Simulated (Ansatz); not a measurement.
Structure types of HfO2 compared at 0.017 GPa

Structure types of HfO2 are relaxed in primitive cells with their symmetry kept at 0.017 GPa, on PAW files; LAPW relaxes the small cells further and takes the PAW cell for the others (marked *). The enthalpy is E + pV at zero temperature, without zero-point motion. Only the types listed were tried, and differences under about 5 meV/atom are mesh noise. The real phase may be another.

Computed with Ansatz 0.2.0; functional PBE, scalar-relativistic. Settings: Fermi–Dirac smearing of 0.1 eV, no spin polarisation. Methods: LAPW: all electrons, basis error target 0.5 meV/atom; PAW: frozen-core files, cutoff 420 eV.

k meshes: fluorite 11×11×11, rutile 7×7×10, CdI2 12×12×7.

Spin–orbit coupling is left out, which matters for the heavy atoms.

Task: Which type is lowest in enthalpy, and by how much?

Result: rutile, 63 meV/atom below fluorite. The whole table:

| start type | ends as | a, b, c (Å) | V (Å³/atom) | H − H(lowest), LAPW (meV/atom) | same, PAW |
| --- | --- | --- | --- | --- | --- |
| fluorite | fluorite, Fm-3m | 5.097, 5.097, 5.097 | 11.04 | 63.5 | 64.1 |
| rutile* | rutile, P4_2/mnm | 4.880, 4.880, 3.238 | 12.85 | 0.0 | 0.0 |
| CdI2 | CdI2, P-3m1 | 3.252, 3.252, 5.661 | 17.29 | 201.7 | 201.7 |

Task: Would fluorite gain on rutile at higher pressure?

Result: Yes: dH/dp = V, and its volume is smaller by 1.81 Å³/atom. Held constant, that would close the gap after about 5.6 GPa more, a rough figure, since the volume difference changes with pressure.
